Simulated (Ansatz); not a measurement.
# Mn: strong compression

How does Mn (omega type) answer strong compression, and how long do frozen cores keep up with all electrons? The runs shown use LAPW, crystal datasets and norm-conserving. Companion runs by PAW are cited. Its runs: the reference run (LAPW); volume scaled by 1 (crystal datasets and norm-conserving); volume scaled by 0.68 (LAPW); volume scaled by 0.58 (LAPW, crystal datasets and norm-conserving); volume scaled by 0.5 (LAPW and norm-conserving); volume scaled by 0.43 (LAPW, crystal datasets and norm-conserving).

Program: Ansatz 0.2.0. Level of theory: DFT PBE, with the methods named in each step. These are calculated values, not measurements.

3 further runs of the same task are left out: 3 that didn't finish.

### 1 The starting structure

Symmetry: P6/mmm, No. 191, hexagonal system. Conventional cell: a = 3.900 Å, b = 3.900 Å, c = 2.455 Å, α = 90.00°, β = 90.00°, γ = 120.00°. Mn (site symmetry 6/mmm) is surrounded by 14 Mn at 2.46 to 2.56 Å. Around Mn (site symmetry -6m2) lie 11 Mn at 2.25 to 2.56 Å.

Coordinates:

```xyz
3
Lattice="3.8997 0.0000 0.0000 -1.9498 3.3772 0.0000 0.0000 0.0000 2.4551" Properties=species:S:1:pos:R:3 pbc="T T T"
Mn    0.0000    0.0000    0.0000
Mn    0.0000    2.2515    1.2276
Mn    1.9498    1.1257    1.2276
```

Whether this phase is the stable one at these pressures isn't tested.

Atoms are numbered in the order of the input: Mn1, Mn2, Mn3.

### 2 The reference volume, LAPW

File input.yaml:

```yaml
crystal:
  lattice:
    - [3.8996749371, 0.0, 0.0]
    - [-1.9498374685, 3.377217562, 0.0]
    - [0.0, 0.0, 2.4551089461]
  atoms:
    - { symbol: Mn, position: [0.0, 0.0, 0.0], spin: 3.0 }
    - { symbol: Mn, position: [0.3333333333, 0.6666666667, 0.5], spin: 3.0 }
    - { symbol: Mn, position: [0.6666666667, 0.3333333333, 0.5], spin: 3.0 }
magnetization:
  spin_polarized: true
kpoints:
  mp_grid: { grid: [9, 9, 12] }
  band_path:
    path:
      - [0.0, 0.0, 0.0]
      - [0.5, 0.0, 0.0]
      - [0.3333333333, 0.3333333333, 0.0]
      - [0.0, 0.0, 0.0]
      - [0.0, 0.0, 0.5]
      - [0.5, 0.0, 0.5]
      - [0.3333333333, 0.3333333333, 0.5]
      - [0.0, 0.0, 0.5]
      - [0.5, 0.0, 0.5]
    npoints: 14
scf:
  occupations: { method: fermi_dirac, width: 0.05 }
hamiltonian:
  xc: pbe
  pseudopotentials: { kind: all_electron, lapw: { basis_error: 0.001 } }
output:
  forces: true
  stress: true
  eigenvalues: true
  populations: true
  dos: { projected: true, de: 0.2, e_range: [-14, 8] }
```

Run with:

```sh
ansatz run input.yaml --threads 2 --pin off --max-ram 6144MiB --backend cpu --events-out ev --progress --plain --runs-dir out
```

### 3 Volume scaled by 1, crystal datasets

File input.yaml:

```yaml
crystal:
  lattice:
    - [3.8996749371, 0.0, 0.0]
    - [-1.9498374685, 3.377217562, 0.0]
    - [0.0, 0.0, 2.4551089461]
  atoms:
    - { symbol: Mn, position: [0.0, 0.0, 0.0], spin: 3.0 }
    - { symbol: Mn, position: [0.3333333333, 0.6666666667, 0.5], spin: 3.0 }
    - { symbol: Mn, position: [0.6666666667, 0.3333333333, 0.5], spin: 3.0 }
magnetization:
  spin_polarized: true
kpoints:
  mp_grid: { grid: [9, 9, 12] }
scf:
  occupations: { method: fermi_dirac, width: 0.05 }
hamiltonian:
  xc: pbe
  pseudopotentials: { kind: all_electron, datasets: crystal }
output:
  forces: true
  stress: true
  eigenvalues: true
```

### 4 Volume scaled by 1, norm-conserving

Changes to input.yaml since step 3:

```diff
@@ -17,3 +17,3 @@
   xc: pbe
-  pseudopotentials: { kind: all_electron, datasets: crystal }
+  pseudopotentials: { kind: nc }
 output:
```

### 5 Volume scaled by 0.68, LAPW

Changes to input.yaml since step 4:

```diff
@@ -2,5 +2,5 @@
   lattice:
-    - [3.8996749371, 0.0, 0.0]
-    - [-1.9498374685, 3.377217562, 0.0]
-    - [0.0, 0.0, 2.4551089461]
+    - [3.4425002366, 0.0, 0.0]
+    - [-1.7212501183, 2.9812926574, 0.0]
+    - [0.0, 0.0, 2.1423407001]
   atoms:
@@ -17,3 +17,3 @@
   xc: pbe
-  pseudopotentials: { kind: nc }
+  pseudopotentials: { kind: all_electron, lapw: { basis_error: 0.001 } }
 output:
@@ -22 +22,2 @@
   eigenvalues: true
+  populations: true
```

### 6 Volume scaled by 0.58, LAPW

Changes to input.yaml since step 5:

```diff
@@ -2,5 +2,5 @@
   lattice:
-    - [3.4425002366, 0.0, 0.0]
-    - [-1.7212501183, 2.9812926574, 0.0]
-    - [0.0, 0.0, 2.1423407001]
+    - [3.2696836318, 0.0, 0.0]
+    - [-1.634841816, 2.8316290875, 0.0]
+    - [0.0, 0.0, 2.0255553286]
   atoms:
```

### 7 Volume scaled by 0.58, crystal datasets

Changes to input.yaml since step 6:

```diff
@@ -17,3 +17,3 @@
   xc: pbe
-  pseudopotentials: { kind: all_electron, lapw: { basis_error: 0.001 } }
+  pseudopotentials: { kind: all_electron, datasets: crystal }
 output:
@@ -22,2 +22 @@
   eigenvalues: true
-  populations: true
```

### 8 Volume scaled by 0.58, norm-conserving

Changes to input.yaml since step 7:

```diff
@@ -17,3 +17,3 @@
   xc: pbe
-  pseudopotentials: { kind: all_electron, datasets: crystal }
+  pseudopotentials: { kind: nc }
 output:
```

### 9 Volume scaled by 0.5, LAPW

Changes to input.yaml since step 8:

```diff
@@ -2,5 +2,5 @@
   lattice:
-    - [3.2696836318, 0.0, 0.0]
-    - [-1.634841816, 2.8316290875, 0.0]
-    - [0.0, 0.0, 2.0255553286]
+    - [3.1179157016, 0.0, 0.0]
+    - [-1.5589578508, 2.7001942044, 0.0]
+    - [0.0, 0.0, 1.9202989727]
   atoms:
@@ -17,3 +17,3 @@
   xc: pbe
-  pseudopotentials: { kind: nc }
+  pseudopotentials: { kind: all_electron, lapw: { basis_error: 0.001 } }
 output:
@@ -22 +22,2 @@
   eigenvalues: true
+  populations: true
```

### 10 Volume scaled by 0.5, norm-conserving

Changes to input.yaml since step 9:

```diff
@@ -17,3 +17,3 @@
   xc: pbe
-  pseudopotentials: { kind: all_electron, lapw: { basis_error: 0.001 } }
+  pseudopotentials: { kind: nc }
 output:
@@ -22,2 +22 @@
   eigenvalues: true
-  populations: true
```

### 11 Volume scaled by 0.43, LAPW

File input.yaml:

```yaml
crystal:
  lattice:
    - [2.9685498948, 0.0, 0.0]
    - [-1.4842749474, 2.5708396213, 0.0]
    - [0.0, 0.0, 1.8218278353]
  atoms:
    - { symbol: Mn, position: [0.0, 0.0, 0.0], spin: 3.0 }
    - { symbol: Mn, position: [0.3333333333, 0.6666666667, 0.5], spin: 3.0 }
    - { symbol: Mn, position: [0.6666666667, 0.3333333333, 0.5], spin: 3.0 }
magnetization:
  spin_polarized: true
kpoints:
  mp_grid: { grid: [9, 9, 12] }
  band_path:
    path:
      - [0.0, 0.0, 0.0]
      - [0.5, 0.0, 0.0]
      - [0.3333333333, 0.3333333333, 0.0]
      - [0.0, 0.0, 0.0]
      - [0.0, 0.0, 0.5]
      - [0.5, 0.0, 0.5]
      - [0.3333333333, 0.3333333333, 0.5]
      - [0.0, 0.0, 0.5]
      - [0.5, 0.0, 0.5]
    npoints: 8
scf:
  occupations: { method: fermi_dirac, width: 0.05 }
hamiltonian:
  xc: pbe
  pseudopotentials: { kind: all_electron, lapw: { basis_error: 0.001 } }
output:
  forces: true
  stress: true
  eigenvalues: true
  populations: true
  dos: { projected: true, de: 0.2, e_range: [-14, 8] }
```

### 12 Volume scaled by 0.43, crystal datasets

File input.yaml:

```yaml
crystal:
  lattice:
    - [2.9685498948, 0.0, 0.0]
    - [-1.4842749474, 2.5708396213, 0.0]
    - [0.0, 0.0, 1.8218278353]
  atoms:
    - { symbol: Mn, position: [0.0, 0.0, 0.0], spin: 3.0 }
    - { symbol: Mn, position: [0.3333333333, 0.6666666667, 0.5], spin: 3.0 }
    - { symbol: Mn, position: [0.6666666667, 0.3333333333, 0.5], spin: 3.0 }
magnetization:
  spin_polarized: true
kpoints:
  mp_grid: { grid: [9, 9, 12] }
scf:
  occupations: { method: fermi_dirac, width: 0.05 }
hamiltonian:
  xc: pbe
  pseudopotentials: { kind: all_electron, datasets: crystal }
output:
  forces: true
  stress: true
  eigenvalues: true
```

### 13 Volume scaled by 0.43, norm-conserving

Changes to input.yaml since step 12:

```diff
@@ -17,3 +17,3 @@
   xc: pbe
-  pseudopotentials: { kind: all_electron, datasets: crystal }
+  pseudopotentials: { kind: nc }
 output:
```

(Steps that only read results are left out.)

Q: Predict the outcome of this session. Wanted: LAPW pressure at 0.43 of the volume; PAW pressure at 0.43 of the volume; crystal datasets pressure at 0.43 of the volume; norm-conserving pressure at 0.43 of the volume; fitted bulk modulus at zero pressure.

The runs gave:

| quantity | value |
| --- | --- |
| LAPW pressure at 0.43 of the volume | 1311.0 GPa |
| PAW pressure at 0.43 of the volume | 1298.9 GPa |
| crystal datasets pressure at 0.43 of the volume | 1311.0 GPa |
| norm-conserving pressure at 0.43 of the volume | 1292.5 GPa |
| fitted bulk modulus at zero pressure (LAPW) | 292 GPa |
| its pressure derivative | 3.95 |

In words: At 0.43 of the starting volume LAPW gives 1311 GPa. One third-order Birch-Murnaghan curve follows these points (B₀ = 292 GPa, B′ = 3.95, misfit at most 3.72 GPa). A fit over so wide a range leans to the high pressures, so B₀ can be off by several per cent. Where LAPW's pressure is over 3 GPa, PAW's departs from it by at most 0.9 %, at 0.43 of the volume. The ions are at rest, and the electrons smeared by 0.05 eV.
